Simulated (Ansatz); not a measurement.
# ZnF2 (rutile): the cost of one run

Program: Ansatz 0.2.0. Level of theory: DFT r2SCAN, scalar-relativistic, plane waves, PAW. These are calculated values, not measurements.

## Step 1: The starting structure

Symmetry: P4_2/mnm, No. 136, tetragonal system. The conventional cell has a = 4.704 Å, b = 4.704 Å, c = 3.134 Å, α = 90.00°, β = 90.00°, γ = 90.00°. Zn (site symmetry mmm) has 6 F at 2.02 to 2.04 Å as nearest neighbours. F (site symmetry m2m) is surrounded by 3 Zn at 2.02 to 2.04 Å.

As a file:

```cif
data_structure
_symmetry_space_group_name_H-M 'P 1'
_symmetry_Int_Tables_number 1
_cell_length_a 4.7040
_cell_length_b 4.7040
_cell_length_c 3.1340
_cell_angle_alpha 90.000
_cell_angle_beta 90.000
_cell_angle_gamma 90.000
_cell_volume 69.35
loop_
_atom_site_label
_atom_site_type_symbol
_atom_site_fract_x
_atom_site_fract_y
_atom_site_fract_z
_atom_site_occupancy
Zn1 Zn 0.00000 0.00000 0.00000 1
Zn2 Zn 0.50000 0.50000 0.50000 1
F1 F 0.30300 0.30300 0.00000 1
F2 F 0.69700 0.69700 0.00000 1
F3 F 0.19700 0.80300 0.50000 1
F4 F 0.80300 0.19700 0.50000 1
```

## Step 2: Relaxing cell and atoms: ZnF2 (rutile), no spin

The input, input.yaml:

```yaml
crystal:
  lattice:
    - [4.704, 0.0, 0.0]
    - [0.0, 4.704, 0.0]
    - [0.0, 0.0, 3.134]
  atoms:
    - { symbol: Zn, position: [0.0, 0.0, 0.0] }
    - { symbol: Zn, position: [0.5, 0.5, 0.5] }
    - { symbol: F, position: [0.303, 0.303, 0.0] }
    - { symbol: F, position: [0.697, 0.697, 0.0] }
    - { symbol: F, position: [0.197, 0.803, 0.5] }
    - { symbol: F, position: [0.803, 0.197, 0.5] }
scf:
  occupations: { method: fixed }
output:
  forces: true
  stress: true
  eigenvalues: true
  write_density: true
  write_potential: true
  elf: true
  volumetric_format: npy
hamiltonian:
  xc: r2scan
basis:
  ecutwfc: 560
kpoints:
  mp_grid: { grid: [6, 6, 9] }
relax:
  f_tol: 0.001
  max_steps: 60
  cell: { stress_tol: 0.01, p_target: 0 }
```

On the command line:

```console
> ansatz run input.yaml --threads 2 --pin off --max-ram 6144MiB --backend cpu --events-out ev --progress --plain --runs-dir out
```

What time and memory should one allow on 2 threads of Intel Xeon 6975P-C (Granite Rapids), shared host?

About 24 s, with a peak of 0.65 GiB.
